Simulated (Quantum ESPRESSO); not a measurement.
Write the native input for Quantum ESPRESSO 7.5 that does the following.

- Task: single point
- Functional: PBEsol
- Potentials or basis: GBRV 1.5 PBEsol
- Cutoff: 612 eV
- Density cutoff: 4898 eV
- k mesh: 9 × 9 × 9
- Occupations: fermi-dirac, width 0.05 eV
- Spin: no spin polarisation
- Mixing beta: 0.5
- Most SCF iterations: 120
- SCF threshold: 4e-10 Ry

The system is As.

```
CELL_PARAMETERS angstrom
1.88080 1.08588 3.51406
-1.88080 1.08588 3.51406
0.00000 -2.17176 3.51406
ATOMIC_POSITIONS crystal
As 0.21182 0.22474 0.23282
As 0.77552 0.77550 0.76813
```

The cell isn't the ideal one: atoms moved at random, drawn with an rms of 0.05 Å.

These files were run (other wordings do the same):

pw.in

```
&CONTROL
  calculation = 'scf'
  prefix = 'pwscf'
  outdir = './tmp'
  pseudo_dir = './pseudo'
  tprnfor = .true.
  tstress = .true.
  disk_io = 'nowf'
/
&SYSTEM
  ibrav = 0
  nat = 2
  ntyp = 1
  ecutwfc = 45
  ecutrho = 360
  nbnd = 10
  occupations = 'smearing'
  smearing = 'fd'
  degauss = 0.00367493
/
&ELECTRONS
  conv_thr = 4d-10
  electron_maxstep = 120
  mixing_beta = 0.5
/
ATOMIC_SPECIES
As    74.9216 as_pbesol_v1.uspp.F.UPF
CELL_PARAMETERS angstrom
   1.8807968987    1.0858785957    3.5140619945
  -1.8807968987    1.0858785957    3.5140619945
   0.0000000000   -2.1717571915    3.5140619945
ATOMIC_POSITIONS crystal
As     0.2118200000    0.2247440000    0.2328240000
As     0.7755240000    0.7755010000    0.7681290000
K_POINTS automatic
9 9 9 0 0 0
```

Potentials or basis: GBRV 1.5 PBEsol.

Command:

```bash
$ OMP_NUM_THREADS=1 mpirun -n 2 pw.x -nk 2 -in pw.in > pw.out
```

Results of the run:

The pressure is 1.4 GPa. The largest force is 0.735 eV/Å and the band gap on the k mesh is none (metal or under the smearing width).

Run time: 54 s on 2 MPI ranks on Arm Neoverse V2 (shared host), peak memory 0.28 GiB a rank.
